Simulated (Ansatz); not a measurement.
**Convergence test, Zr2N**

The calculation used DFT PBEsol, scalar-relativistic, plane waves, PAW in Ansatz.

```yaml
crystal:
  lattice:
    - [5.41300, 0.00000, 0.00000]
    - [0.00000, 5.41300, 0.00000]
    - [0.00000, 0.00000, 3.30779]
  atoms:
    - { symbol: Zr, position: [0.29613, 0.29613, 0.00000] }
    - { symbol: Zr, position: [0.70387, 0.70387, 0.00000] }
    - { symbol: Zr, position: [0.79613, 0.20387, 0.50000] }
    - { symbol: Zr, position: [0.20387, 0.79613, 0.50000] }
    - { symbol: N, position: [0.00000, 0.00000, 0.00000] }
    - { symbol: N, position: [0.50000, 0.50000, 0.50000] }
```

```
plane-wave cutoff : 420 eV
occupation rule   : Gaussian smearing, 0.1 eV
spin treatment    : unpolarised
```

The atoms are held and the k-point mesh is swept. Energies are extrapolated to zero smearing and count from the reference run, 12×12×18. The cell isn't necessarily relaxed at this level. The meshes are Γ-centred. Pressure is positive in compression.

Times are rough; the reference took 100 s on 1 thread of Intel(R) Xeon(R) Processor @ 2.50GHz (Skylake/Cascade Lake) (shared host), peak memory 0.87 GiB.

| mesh | ΔE (meV/atom) | P (GPa) | largest change of a force component (eV/Å) | irreducible points | wall time (s) |
| --- | --- | --- | --- | --- | --- |
| 1×1×1 | 689 | 5.30 | 0.112 | 1 | 2.4 |
| 1×1×2 | 46.7 | -1.93 | 0.741 | 2 | 2.3 |
| 2×2×4 | -20.0 | -5.40 | 0.173 | 9 | 5 |
| 4×4×4 | 7.01 | -4.92 | 0.046 | 18 | 7.3 |
| 4×4×6 | -2.01 | -4.87 | 0.032 | 24 | 8.3 |
| 6×6×8 | ? | ? | ? | ? | ? |
| 6×6×10 | -0.44 | -4.86 | 0.005 | 60 | 22 |
| 8×8×10 | ? | ? | ? | ? | ? |
| 8×8×12 | ? | ? | ? | ? | ? |
| 10×10×14 | ? | ? | ? | ? | ? |
| 10×10×16 | 0.38 | -4.88 | 0.001 | 189 | 76 |
| 12×12×18 | 0.00 | -4.88 | 0.000 | 280 | 100 |

(1) Fill in the withheld rows.

## Answers

(1) The withheld rows:

```tsv
mesh	ΔE (meV/atom)	P (GPa)	largest change of a force component (eV/Å)	irreducible points	wall time (s)
6×6×8	2.38	-4.87	0.017	50	20
8×8×10	-0.08	-4.87	0.007	90	43
8×8×12	0.31	-4.87	0.005	105	45
10×10×14	0.07	-4.88	0.004	168	66
```